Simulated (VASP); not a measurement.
# InSe (P-6m2) in VASP: settings compared

The runs below take InSe through core levels, band structure, with LDA, HSE03, PBE0.

Program: VASP 6.6.1. These are calculated values, not measurements. Logs are shortened: lines on timing, memory, paths and dates and some standing lists are left out, and cuts for length are marked.

### Step 1. The crystal as given

The structure is hexagonal, space group P-6m2 (No. 187). The conventional cell has a = 4.047 Å, b = 4.047 Å, c = 18.052 Å, α = 90.00°, β = 90.00°, γ = 120.00°. In (site symmetry 3m) has 3 Se at 2.65 Å and 1 In at 2.79 Å as nearest neighbours. In (site symmetry 3m) is surrounded by 3 Se at 2.65 Å and 1 In at 2.79 Å. Se (site symmetry 3m) has 3 In at 2.65 Å as nearest neighbours. Around Se (site symmetry 3m) lie 3 In at 2.65 Å.

Measurements of this composition are mostly on another form, of space group No. 160.

### Step 2. Core levels, LDA

INCAR reads:

```
  PREC = Accurate
  ENCUT = 520
  EDIFF = 1E-7
  ISMEAR = 0
  SIGMA = 0.02
  LREAL = False
  LASPH = True
  NELM = 60
  ALGO = Normal
  ISIF = 2
  LWAVE = False
  LCHARG = False
  GGA = CA
  ICORELEVEL = 1
```

KPOINTS reads:

```
Automatic mesh
0
Gamma
  6 6 2
```

POSCAR reads:

```
InSe
1.0
    4.0473293151      0.0000000000      0.0000000000
   -2.0236646576      3.5050900044      0.0000000000
    0.0000000000      0.0000000000     18.0520649100
In Se
4 4
Direct
    0.3333333333      0.6666666667      0.0773904900
    0.3333333333      0.6666666667      0.9226095100
    0.0000000000      0.0000000000      0.4226063200
    0.0000000000      0.0000000000      0.5773936800
    0.3333333333      0.6666666667      0.3529842800
    0.3333333333      0.6666666667      0.6470157200
    0.6666666667      0.3333333333      0.1469999300
    0.6666666667      0.3333333333      0.8530000700
```

Potentials or basis: VASP PAW LDA potentials, release 64 (In_d, Se).

Run with:

```sh
> cat potpaw_LDA.64/In_d/POTCAR potpaw_LDA.64/Se/POTCAR > POTCAR
> mpirun -np 1 vasp_std > vasp.out
```

OUTCAR:

```text
PREC = Accurate
   ENCUT = 520
   EDIFF = 1E-7
   ISMEAR = 0
   LREAL = False
   LASPH = True
   NELM = 60
   ISIF = 2
   GGA = CA

 ion  position               nearest neighbor table
   1  0.333  0.667  0.077-   7 2.65   7 2.65   7 2.65   2 2.79
   2  0.333  0.667  0.923-   8 2.65   8 2.65   8 2.65   1 2.79
   3  0.000  0.000  0.423-   5 2.65   5 2.65   5 2.65   4 2.79
   4  0.000  0.000  0.577-   6 2.65   6 2.65   6 2.65   3 2.79
   5  0.333  0.667  0.353-   3 2.65   3 2.65   3 2.65
   6  0.333  0.667  0.647-   4 2.65   4 2.65   4 2.65
   7  0.667  0.333  0.147-   1 2.65   1 2.65   1 2.65
   8  0.667  0.333  0.853-   2 2.65   2 2.65   2 2.65

  LATTYP: Found a hexagonal cell.
 ALAT       =     4.0473293151
 C/A-ratio  =     4.4602411874

  Lattice vectors:

 A1 = (   4.0473293151,   0.0000000000,   0.0000000000)
 A2 = (  -2.0236646576,   3.5050900044,   0.0000000000)
 A3 = (   0.0000000000,   0.0000000000,  18.0520649100)

Analysis of symmetry for initial positions (statically):
=====================================================================
 Subroutine PRICEL returns:
 Original cell was already a primitive cell.

 Routine SETGRP: Setting up the symmetry group for a
 hexagonal supercell.

 Subroutine GETGRP returns: Found 12 space group operations
 (whereof 12 operations were pure point group operations)
 out of a pool of 24 trial point group operations.

The static configuration has the point symmetry D_3h.

Analysis of symmetry for dynamics (positions and initial velocities):
=====================================================================
 Subroutine PRICEL returns:
 Original cell was already a primitive cell.

 Routine SETGRP: Setting up the symmetry group for a
 hexagonal supercell.

 Subroutine GETGRP returns: Found 12 space group operations
 (whereof 12 operations were pure point group operations)
 out of a pool of 24 trial point group operations.

The dynamic configuration has the point symmetry D_3h.

 Subroutine INISYM returns: Found 12 space group operations
 (whereof 12 operations are pure point group operations),
 and found     1 'primitive' translations

[... 117 lines left out ...]
  Fermi-wavevector in a.u.,A,eV,Ry     =   1.091980  2.063542 16.223849  1.192419
  Thomas-Fermi vector in A             =   2.228236
   LORBIT       =      0    0 simple, 1 ext, 2 COOP (PROOUT), +10 PAW based schemes
   GGA     = CA    functional components
   LHFCALC =     F    Hartree Fock is set to
   AEXX    =    0.0000 exact exchange contribution
   IVDW    =     0    specifies the selected vdW correction
   LEPSILON=     F    determine dielectric tensor
   LRPA    =     F    only Hartree local field effects (RPA)
 non-spin polarized calculation
 Gauss-broadening in eV      SIGMA  =   0.02
  energy-cutoff  :      520.00
  volume of cell :      256.09
 maximum number of plane-waves:      6951
   NGX = 15   NGY = 15   NGZ = 67

 number of electron      76.0000018 magnetization

 Free energy of the ion-electron system (eV)
  ---------------------------------------------------
  ext. energy  EPLUGINS =         0.00000000
  ---------------------------------------------------
  free energy    TOTEN  =       -33.11393879 eV

  energy without entropy =      -33.11393879  energy(sigma->0) =      -33.11393879

 the core state eigenenergies are
   1-  1s -27582.2104  2s  -4128.8158  2p  -3711.1337  3s   -777.1785  3p   -639.8323
       3d   -425.1717  4s   -111.5332  4p    -70.3805
   2-  1s -27582.2104  2s  -4128.8158  2p  -3711.1337  3s   -777.1785  3p   -639.8323
       3d   -425.1717  4s   -111.5332  4p    -70.3805
   3-  1s -27582.2127  2s  -4128.8183  2p  -3711.1362  3s   -777.1810  3p   -639.8347
       3d   -425.1741  4s   -111.5357  4p    -70.3830
   4-  1s -27582.2127  2s  -4128.8183  2p  -3711.1362  3s   -777.1810  3p   -639.8347
       3d   -425.1741  4s   -111.5357  4p    -70.3830
   5-  1s -12431.0057  2s  -1591.3234  2p  -1401.3352  3s   -203.0703  3p   -143.4498
       3d    -44.4078
   6-  1s -12431.0057  2s  -1591.3234  2p  -1401.3352  3s   -203.0703  3p   -143.4498
       3d    -44.4078
   7-  1s -12431.0021  2s  -1591.3200  2p  -1401.3318  3s   -203.0671  3p   -143.4466
       3d    -44.4046
   8-  1s -12431.0021  2s  -1591.3200  2p  -1401.3318  3s   -203.0671  3p   -143.4466
       3d    -44.4046

 E-fermi :   2.9758     XC(G=0):  -8.7785

 val. band max:        2.8603696939   @ k =   0.0000   0.0000   0.0000
 cond. band min:       3.3718143236   @ k =   0.0000   0.0000   0.0000
 fundamental gap:      0.5114446296
 Fermi energy:         2.9757552777

 k-point     1 :       0.0000    0.0000    0.0000
  band No.  band energies     occupation
      1     -11.6292      2.00000
      2     -11.6267      2.00000
      3     -11.4373      2.00000
      4     -11.4373      2.00000
      5     -11.4349      2.00000
      6     -11.4349      2.00000
[... 265 lines left out ...]
     32       0.1947      2.00000
     33       0.2396      2.00000

------------------------ aborting loop because EDIFF is reached ----------------------------------------

  FORCE on cell =-STRESS in cart. coord.  units (eV):
  Direction    XX          YY          ZZ          XY          YZ          ZX
  --------------------------------------------------------------------------------------
  -------------------------------------------------------------------------------------
  Total       -3.5558690     -3.5558690     -3.2551897      0.0000000     -0.0000000      0.0000000
  in kB      -22.2465022    -22.2465022    -20.3653690      0.0000000     -0.0000000      0.0000000
  external PRESSURE =     -21.6194578 kB  Pullay stress =       0.0000000 kB

 VOLUME and BASIS-vectors are now :
 -----------------------------------------------------------------------------
  energy-cutoff  :      520.00
  volume of cell :      256.09
      direct lattice vectors                 reciprocal lattice vectors
     4.047329315  0.000000000  0.000000000     0.247076510  0.142649689  0.000000000
    -2.023664658  3.505090004  0.000000000     0.000000000  0.285299379  0.000000000
     0.000000000  0.000000000 18.052064910     0.000000000  0.000000000  0.055395325

 POSITION                                       TOTAL-FORCE (eV/Angst)
 -----------------------------------------------------------------------------------
     -0.00000      2.33673      1.39706        -0.000000     -0.000000     -0.026960
     -0.00000      2.33673     16.65501        -0.000000     -0.000000      0.026960
      0.00000      0.00000      7.62892         0.000000      0.000000      0.027114
      0.00000      0.00000     10.42315        -0.000000     -0.000000     -0.027114
     -0.00000      2.33673      6.37210        -0.000000     -0.000000      0.127872
     -0.00000      2.33673     11.67997         0.000000     -0.000000     -0.127872
      2.02366      1.16836      2.65365        -0.000000      0.000000     -0.128037
      2.02366      1.16836     15.39841         0.000000      0.000000      0.128037
 -----------------------------------------------------------------------------------
    total drift:                               -0.000001      0.000000     -0.000000

  FREE ENERGIE OF THE ION-ELECTRON SYSTEM (eV)
  ---------------------------------------------------
  free  energy   TOTEN  =       -33.1139387948 eV

  energy  without entropy=      -33.1139387948  energy(sigma->0) =      -33.11393879
```

OSZICAR:

```text
N       E                     dE             d eps       ncg     rms          rms(c)
DAV:   1     0.772014769780E+03    0.77201E+03   -0.33951E+04  1260   0.183E+03
DAV:   2     0.868723260015E+02   -0.68514E+03   -0.67151E+03  1260   0.466E+02
DAV:   3    -0.262516039837E+02   -0.11312E+03   -0.10932E+03  1539   0.201E+02
DAV:   4    -0.338417094235E+02   -0.75901E+01   -0.75281E+01  1488   0.518E+01
DAV:   5    -0.341245563937E+02   -0.28285E+00   -0.28241E+00  1566   0.101E+01    0.105E+01
DAV:   6    -0.332010323691E+02    0.92352E+00   -0.17198E+00  1610   0.166E+01    0.585E+00
DAV:   7    -0.331283447304E+02    0.72688E-01   -0.94756E-01  1833   0.558E+00    0.135E+00
DAV:   8    -0.331156521719E+02    0.12693E-01   -0.10542E-01  1835   0.319E+00    0.105E+00
DAV:   9    -0.331149069235E+02    0.74525E-03   -0.16303E-02  1550   0.521E-01    0.528E-01
DAV:  10    -0.331139520833E+02    0.95484E-03   -0.20046E-03  1870   0.485E-01    0.207E-01
DAV:  11    -0.331139396276E+02    0.12456E-04   -0.63349E-04  1696   0.156E-01    0.354E-02
DAV:  12    -0.331139374844E+02    0.21432E-05   -0.49026E-05  1902   0.378E-02    0.250E-02
DAV:  13    -0.331139388299E+02   -0.13455E-05   -0.60384E-06  1811   0.166E-02    0.467E-03
DAV:  14    -0.331139387456E+02    0.84297E-07   -0.10823E-06  1744   0.982E-03    0.475E-03
DAV:  15    -0.331139387948E+02   -0.49275E-07   -0.11299E-07   926   0.227E-03
   1 F= -.33113939E+02 E0= -.33113939E+02  d E =-.549303E-18
```

It took 1.9 min on 1 thread of AMD EPYC 9R45 (Zen 5), shared host; peak memory 0.31 GiB.

Results:

```
Free energy            : -33.1139 eV
Pressure               : -2.2 GPa
Largest force          : 0.128 eV/Å
Band gap on the k mesh : 0.51 eV, direct
```

Forces in eV/Å, atoms in the order of the input:
```
In   0.000  0.000 -0.027
In   0.000  0.000  0.027
In   0.000  0.000  0.027
In   0.000  0.000 -0.027
Se   0.000  0.000  0.128
Se   0.000  0.000 -0.128
Se   0.000  0.000 -0.128
Se   0.000  0.000  0.128
```

Stress tensor (GPa, compression positive):
```
-2.22  0.00  0.00
 0.00 -2.22  0.00
 0.00  0.00 -2.04
```

Levels at points of the mesh, in eV from the valence-band top:
```
           k point  band 36  band 37  band 38  band 39  band 40  band 41
(0.00, 0.00, 0.00)    -0.94    -0.94     0.00     0.51     1.36     2.06
(0.50, 0.00, 0.00)    -1.87    -1.48    -1.35     1.57     1.61     1.80
(0.00, 0.00, 0.50)    -0.96    -0.61    -0.60     1.04     1.05     2.08
(0.50, 0.00, 0.50)    -1.91    -1.41    -1.37     1.48     1.57     1.82
```

Core levels (eV, on the scale of the bands):
```tsv
atom	levels
1 In	1s -27582.2, 2s -4128.8, 2p -3711.1, 3s -777.2, 3p -639.8, 3d -425.2, 4s -111.5, 4p -70.4
2 In	1s -27582.2, 2s -4128.8, 2p -3711.1, 3s -777.2, 3p -639.8, 3d -425.2, 4s -111.5, 4p -70.4
3 In	1s -27582.2, 2s -4128.8, 2p -3711.1, 3s -777.2, 3p -639.8, 3d -425.2, 4s -111.5, 4p -70.4
4 In	1s -27582.2, 2s -4128.8, 2p -3711.1, 3s -777.2, 3p -639.8, 3d -425.2, 4s -111.5, 4p -70.4
5 Se	1s -12431.0, 2s -1591.3, 2p -1401.3, 3s -203.1, 3p -143.4, 3d -44.4
6 Se	1s -12431.0, 2s -1591.3, 2p -1401.3, 3s -203.1, 3p -143.4, 3d -44.4
```

Caveat: spin-orbit coupling is left out, which moves the levels of the heavy elements. As with any semilocal functional, this LDA gap is likely too small.

### Step 3. Band structure, HSE03

POSCAR is that of step 2.

INCAR.step1 reads:

```
  PREC = Accurate
  ENCUT = 520
  EDIFF = 1E-5
  ISMEAR = 0
  SIGMA = 0.02
  LREAL = False
  LASPH = True
  NELM = 60
  ALGO = Normal
  ISIF = 2
  LWAVE = True
  LCHARG = False
  NBANDS = 48
  GGA = PE
  KPAR = 4
```

INCAR.step2 reads:

```
  PREC = Accurate
  ENCUT = 520
  EDIFF = 1E-7
  ISMEAR = 0
  SIGMA = 0.02
  LREAL = False
  LASPH = True
  NELM = 60
  ALGO = Normal
  ISIF = 2
  LWAVE = False
  LCHARG = False
  GGA = PE
  LHFCALC = True
  HFSCREEN = 0.3
  PRECFOCK = Fast
  NBANDS = 48
  ISTART = 1
  KPAR = 4
```

KPOINTS reads:

```
Automatic mesh
0
Gamma
  4 4 1
```

KPOINTS_OPT reads:

```
path GMKGALHA,LM,KH
12
line-mode
reciprocal
 0.0000000000  0.0000000000  0.0000000000  G
 0.5000000000  0.0000000000  0.0000000000  M

 0.5000000000  0.0000000000  0.0000000000  M
 0.3333333333  0.3333333333  0.0000000000  K

 0.3333333333  0.3333333333  0.0000000000  K
 0.0000000000  0.0000000000  0.0000000000  G

 0.0000000000  0.0000000000  0.0000000000  G
 0.0000000000  0.0000000000  0.5000000000  A

 0.0000000000  0.0000000000  0.5000000000  A
 0.5000000000  0.0000000000  0.5000000000  L

 0.5000000000  0.0000000000  0.5000000000  L
 0.3333333333  0.3333333333  0.5000000000  H

 0.3333333333  0.3333333333  0.5000000000  H
 0.0000000000  0.0000000000  0.5000000000  A

 0.5000000000  0.0000000000  0.5000000000  L
 0.5000000000  0.0000000000  0.0000000000  M

 0.3333333333  0.3333333333  0.0000000000  K
 0.3333333333  0.3333333333  0.5000000000  H
```

Potentials or basis: VASP PAW PBE potentials, release 64 (In_d, Se).

Run with:

```sh
> cat potpaw_PBE.64/In_d/POTCAR potpaw_PBE.64/Se/POTCAR > POTCAR
> cp INCAR.step1 INCAR
> mpirun -np 4 vasp_std > vasp.out
> cp INCAR.step2 INCAR
> mpirun -np 4 vasp_std > vasp.out
```

It took 1.6 h on 4 MPI ranks of Intel Xeon 6975P-C (Granite Rapids), shared host; peak memory 0.65 GiB.

The run converged. Its results:

| Property | Result |
| --- | --- |
| Free energy | -33.1869 eV |
| Pressure | 0.1 GPa |
| Largest force | 0.075 eV/Å |
| Band gap on the k mesh | 1.31 eV, direct |
| Band gap along the path | 1.31 eV, direct |

Forces on the atoms (eV/Å):
```
In   0.000  0.000  0.074
In   0.000  0.000 -0.074
In   0.000  0.000 -0.075
In   0.000  0.000  0.075
Se   0.000  0.000  0.030
Se   0.000  0.000 -0.030
Se   0.000  0.000 -0.030
Se   0.000  0.000  0.030
```

Levels at the corners of the path, in eV from the valence-band top:
```tsv
point	band 36	band 37	band 38	band 39	band 40	band 41
Γ	-1.05	-0.95	0.00	1.31	2.09	2.84
M	-2.04	-1.51	-1.38	2.15	2.33	2.39
M	-2.04	-1.51	-1.38	2.15	2.33	2.39
K	-1.94	-1.61	-1.58	2.56	2.56	3.31
K	-1.94	-1.61	-1.58	2.56	2.56	3.31
Γ	-1.05	-0.95	0.00	1.31	2.09	2.84
Γ	-1.05	-0.95	0.00	1.31	2.09	2.84
A	-1.07	-0.52	-0.51	1.74	1.76	2.88
A	-1.07	-0.52	-0.51	1.74	1.76	2.88
L	-2.07	-1.44	-1.41	2.13	2.18	2.50
L	-2.07	-1.44	-1.41	2.13	2.18	2.50
H	-1.95	-1.61	-1.53	2.53	2.58	3.31
H	-1.95	-1.61	-1.53	2.53	2.58	3.31
A	-1.07	-0.52	-0.51	1.74	1.76	2.88
L	-2.07	-1.44	-1.41	2.13	2.18	2.50
M	-2.04	-1.51	-1.38	2.15	2.33	2.39
K	-1.94	-1.61	-1.58	2.56	2.56	3.31
H	-1.95	-1.61	-1.53	2.53	2.58	3.31
```

Caveat: the k mesh is coarse (spacing up to 0.45 Å⁻¹), so the values aren't converged, least of all with exact exchange; the PAW data sets were made with another functional, which shifts forces and pressure a little; spin-orbit coupling is left out, which moves the levels of the heavy elements.

### Step 4. Band structure, PBE0

POSCAR is that of step 3.

INCAR.step1 is that of step 3.

INCAR.step2: that of step 3 with these lines changed.

```diff
@@ -14,4 +14,5 @@
   LHFCALC = True
-  HFSCREEN = 0.3
+  AEXX = 0.25
   PRECFOCK = Fast
+  HFRCUT = -1
   NBANDS = 48
```

KPOINTS is that of step 3.

KPOINTS_OPT is that of step 3.

Run with:

```sh
> cat potpaw_PBE.64/In_d/POTCAR potpaw_PBE.64/Se/POTCAR > POTCAR
> cp INCAR.step1 INCAR
> mpirun -np 4 vasp_std > vasp.out
> cp INCAR.step2 INCAR
> mpirun -np 4 vasp_std > vasp.out
```

Wall time 1.5 h (4 MPI ranks of Intel Xeon 6975P-C (Granite Rapids), shared host); peak memory 0.55 GiB.

Results (log left out):

* Free energy: -37.6123 eV
* Pressure: -0.3 GPa
* Largest force: 0.087 eV/Å
* Band gap on the k mesh: 2.12 eV, direct
* Band gap along the path: 2.12 eV, direct

Forces in eV/Å, atoms in the order of the input:
```
In   0.000  0.000  0.086
In   0.000  0.000 -0.086
In   0.000  0.000 -0.087
In   0.000  0.000  0.087
Se   0.000  0.000  0.078
Se   0.000  0.000 -0.078
Se   0.000  0.000 -0.077
Se   0.000  0.000  0.077
```

Stress tensor (GPa, compression positive):
```
-0.29  0.00  0.00
 0.00 -0.29  0.00
 0.00  0.00 -0.17
```

Levels at the corners of the path, in eV from the valence-band top:
```
point  band 34  band 35  band 36  band 37  band 38  band 39  band 40  band 41  band 42  band 43
    Γ    -1.17    -1.11    -1.11    -0.99     0.00     2.12     2.93     3.70     3.76     6.02
    M    -2.22    -2.18    -2.12    -1.56    -1.43     2.97     3.17     3.21     3.41     5.09
    M    -2.22    -2.18    -2.12    -1.56    -1.43     2.97     3.17     3.21     3.41     5.09
    K    -2.54    -2.04    -2.02    -1.66    -1.63     3.37     3.38     4.19     4.24     5.01
    K    -2.54    -2.04    -2.02    -1.66    -1.63     3.37     3.38     4.19     4.24     5.01
    Γ    -1.17    -1.11    -1.11    -0.99     0.00     2.12     2.93     3.70     3.76     6.02
    Γ    -1.17    -1.11    -1.11    -0.99     0.00     2.12     2.93     3.70     3.76     6.02
    A    -1.14    -1.13    -1.13    -0.52    -0.51     2.55     2.57     3.74     3.75     6.04
    A    -1.14    -1.13    -1.13    -0.52    -0.51     2.55     2.57     3.74     3.75     6.04
    L    -2.29    -2.16    -2.16    -1.49    -1.45     2.94     3.00     3.36     3.48     5.11
    L    -2.29    -2.16    -2.16    -1.49    -1.45     2.94     3.00     3.36     3.48     5.11
    H    -2.54    -2.11    -2.03    -1.66    -1.58     3.34     3.39     4.18     4.26     4.96
    H    -2.54    -2.11    -2.03    -1.66    -1.58     3.34     3.39     4.18     4.26     4.96
    A    -1.14    -1.13    -1.13    -0.52    -0.51     2.55     2.57     3.74     3.75     6.04
    L    -2.29    -2.16    -2.16    -1.49    -1.45     2.94     3.00     3.36     3.48     5.11
    M    -2.22    -2.18    -2.12    -1.56    -1.43     2.97     3.17     3.21     3.41     5.09
    K    -2.54    -2.04    -2.02    -1.66    -1.63     3.37     3.38     4.19     4.24     5.01
    H    -2.54    -2.11    -2.03    -1.66    -1.58     3.34     3.39     4.18     4.26     4.96
```

Caveat: the k mesh is coarse (spacing up to 0.45 Å⁻¹), so the values aren't converged, least of all with exact exchange; the PAW data sets were made with another functional, which shifts forces and pressure a little; spin-orbit coupling is left out, which moves the levels of the heavy elements; this functional lacks dispersion, which binds the layers, so the pressure and a relaxed spacing across them are unreliable.

### Step 5. Summary

```csv
task,level,potentials or basis,k mesh,ladder,grid for exact exchange (PRECFOCK),exchange at q = 0,mesh quality,gap on the mesh (eV),pressure (GPa),largest force (eV/Å)
core levels,LDA,"VASP PAW LDA potentials, release 64 (In_d, Se)",6 × 6 × 2,-,-,-,not flagged,0.51,-2.2,0.13
band structure,HSE03,"VASP PAW PBE potentials, release 64 (In_d, Se)",4 × 4 × 1,gaps,Fast,-,coarse,1.31,0.1,0.07
band structure,PBE0,"VASP PAW PBE potentials, release 64 (In_d, Se)",4 × 4 × 1,gaps,Fast,truncated,coarse,2.12,-0.3,0.09
```

Alike in all rows: no spin polarisation; cell as given; cutoff (eV) 520; smearing gaussian 0.02 eV.

Caveats: some runs use coarse meshes; spin-orbit coupling is left out, which moves the levels of the heavy elements; the PAW data sets were made with another functional, which shifts forces and pressure a little (some runs); this functional lacks dispersion, which binds the layers, so the pressure and a relaxed spacing across them are unreliable (some runs).

Absolute energies hang on the potentials; compare differences alone.
